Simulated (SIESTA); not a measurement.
Here is a SIESTA 5.4.2 calculation.

Contents of run.py:

```python
from ase import Atoms
from ase.calculators.siesta import Siesta
from ase.units import Ry, GPa

atoms = Atoms(
    ['Ni', 'Si', 'Si'],
    cell=[
        [0.0, 2.703, 2.703],
        [2.703, 0.0, 2.703],
        [2.703, 2.703, 0.0],
    ],
    scaled_positions=[
        [0.0, 0.0, 0.0],
        [0.75, 0.75, 0.75],
        [0.25, 0.25, 0.25],
    ],
    pbc=True,
)

fdf = {
    'SCFMustConverge': False,
    'DM.InitSpin': ['  1   1.000', '  2   0.000', '  3   0.000'],
    'OccupationFunction': 'FD',
    'ElectronicTemperature': '0.05 eV',
    'MaxSCFIterations': '200',
    'SCF.Mixer.Method': 'Pulay',
    'SCF.Mixer.Weight': '0.1',
    'SCF.Mixer.History': '10',
    'SCF.DM.Tolerance': '5.0e-05',
    'SCF.H.Tolerance': '1.0e-03 eV',
    'WriteForces': 'true',
    'Charge.Mulliken': 'end',
    'Charge.Hirshfeld': 'end',
    'Charge.Voronoi': 'end',
    'SaveRho': 'true',
    'SaveElectrostaticPotential': 'true',
    'ProjectedDensityOfStates': ['EF -10.0 5.0 0.05 301 eV'],
    'PDOS.kgrid.MonkhorstPack': ['  9   0   0  0.0', '  0   9   0  0.0', '  0   0   9  0.0'],
    'PAO.Basis': ['Ni.1 5', 'n=3 0 2', '  2.432 0.000', 'n=4 0 2', '  7.095 0.000', 'n=3 1 2', '  2.716 0.000', 'n=4 1 1', '  7.095', 'n=3 2 2', '  4.466 0.000'],
}
calc = Siesta(
    label="Si2Ni",
    command="siesta < PREFIX.fdf > PREFIX.out",
    pseudo_path="pseudos",
    pseudo_qualifier="",
    xc=('GGA', 'PBE'),
    basis_set="DZP",
    mesh_cutoff=800 * Ry,
    energy_shift=0.003 * Ry,
    kpts=[6, 6, 6],
    spin="collinear",
    fdf_arguments=fdf,
)
atoms.calc = calc

print(f"energy = {atoms.get_potential_energy():.6f} eV")
free = atoms.get_potential_energy(force_consistent=True)
print(f"free energy = {free:.6f} eV")
print("forces (eV/A):")
print(atoms.get_forces(apply_constraint=False).round(6))
print("stress (GPa, Voigt order, tension positive):", (atoms.get_stress() / GPa).round(4))
```

Potentials or basis: PseudoDojo 0.4 standard (PBE files), DZP (energy shift 0.003 Ry; two zetas on semicore shells).

Launch:

```bash
$ python run.py
```

Question: What does it give for the pressure?

Answer: 4.0 GPa.

Question: Predict the net moment.

Answer: 0.00 μB per cell.

States per cell in windows of 1 eV (zero at the Fermi level; states under -8 eV left out):
```tsv
from (eV)	up	down	Ni_d_down	Ni_d_up	Si_p_up	Si_p_down	Si_d_up	Si_d_down
-8.0	0.43	0.43	0.08	0.08	0.14	0.14	0.04	0.04
-7.0	0.41	0.41	0.09	0.09	0.21	0.21	0.04	0.04
-6.0	1.01	1.01	0.41	0.41	0.45	0.45	0.09	0.09
-5.0	1.31	1.31	0.73	0.73	0.42	0.42	0.10	0.10
-4.0	2.25	2.25	1.90	1.90	0.15	0.15	0.15	0.15
-3.0	1.16	1.16	0.75	0.75	0.20	0.20	0.10	0.10
-2.0	0.52	0.52	0.19	0.19	0.17	0.17	0.08	0.08
-1.0	0.33	0.33	0.11	0.11	0.09	0.09	0.05	0.05
0.0	0.57	0.57	0.19	0.19	0.16	0.16	0.09	0.09
1.0	0.56	0.56	0.12	0.12	0.19	0.19	0.15	0.15
2.0	0.76	0.76	0.14	0.14	0.32	0.32	0.23	0.23
3.0	0.71	0.71	0.08	0.08	0.30	0.30	0.26	0.26
4.0	0.74	0.74	0.06	0.06	0.36	0.36	0.25	0.25
```

Caveat: short orbitals over semicore shells can move pressures by several GPa; the basis of atomic orbitals isn't converged, which shifts pressures, moduli and gaps.
